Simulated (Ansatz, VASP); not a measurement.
# Two plane-wave programs on KTaO3

File INCAR:

```
PREC = Accurate ; ENCUT = 520
EDIFF = 1E-7 ; ISMEAR = 0
SIGMA = 0.01 ; LREAL = F
LASPH = T ; NELM = 80
ALGO = Normal ; ISIF = 2
LWAVE = F ; LCHARG = T
GGA = B5 ; ALDAX = 1.0
AGGAX = 1.0 ; AGGAC = 1.0
ALDAC = 0.0 ; LELF = T
LVHAR = T ; NBANDS = 27
```

The input KPOINTS:

```
Automatic mesh
0
Gamma
  4 4 4
```

POSCAR

```
KTaO3
1.0
    3.9883000000      0.0000000000      0.0000000000
    0.0000000000      3.9883000000      0.0000000000
    0.0000000000      0.0000000000      3.9883000000
K Ta O
1 1 3
Direct
    0.5000000000      0.5000000000      0.5000000000
    0.0000000000      0.0000000000      0.0000000000
    0.5000000000      0.0000000000      0.0000000000
    0.0000000000      0.5000000000      0.0000000000
    0.0000000000      0.0000000000      0.5000000000
```

Input for Ansatz:

```yaml
crystal:
  lattice:
    - [3.9883, 0.0, 0.0]
    - [0.0, 3.9883, 0.0]
    - [0.0, 0.0, 3.9883]
  atoms:
    - { symbol: K, position: [0.5, 0.5, 0.5] }
    - { symbol: Ta, position: [0.0, 0.0, 0.0] }
    - { symbol: O, position: [0.5, 0.0, 0.0] }
    - { symbol: O, position: [0.0, 0.5, 0.0] }
    - { symbol: O, position: [0.0, 0.0, 0.5] }
kpoints:
  mp_grid:
    grid: [4, 4, 4]
hamiltonian:
  xc: blyp
scf:
  convergence:
    dr2_threshold: 1.0e-08
  occupations:
    method: fixed
output:
  stress: true
  eigenvalues: true
```

Alike in both runs: task single point; functional BLYP; k mesh 4 × 4 × 4; no spin polarisation.

```csv
,VASP,Ansatz
version,VASP 6.6.1,Ansatz 0.2.0
potentials or method,"VASP PAW PBE potentials, release 64 (K_sv, Ta_pv, O)","plane waves, PAW"
plane-wave cutoff (eV),520,420
occupations,"gaussian, width 0.01 eV",fixed
valence electrons in the cell,38,40
```

```tsv
	VASP	Ansatz	Ansatz less VASP
gap on the k mesh at the Fermi level (eV)	2.21	2.25	+0.042
pressure (GPa)	11.6	10.2	-1.40
```

The two sets of potentials don't hold the same shells in valence. Ansatz warned: «stress_scf_threshold_loose».

Caveats: the PAW data sets were made with another functional, which shifts forces and pressure a little (VASP); spin-orbit coupling is left out, which moves the levels of the heavy elements. A k mesh can miss the band edges.
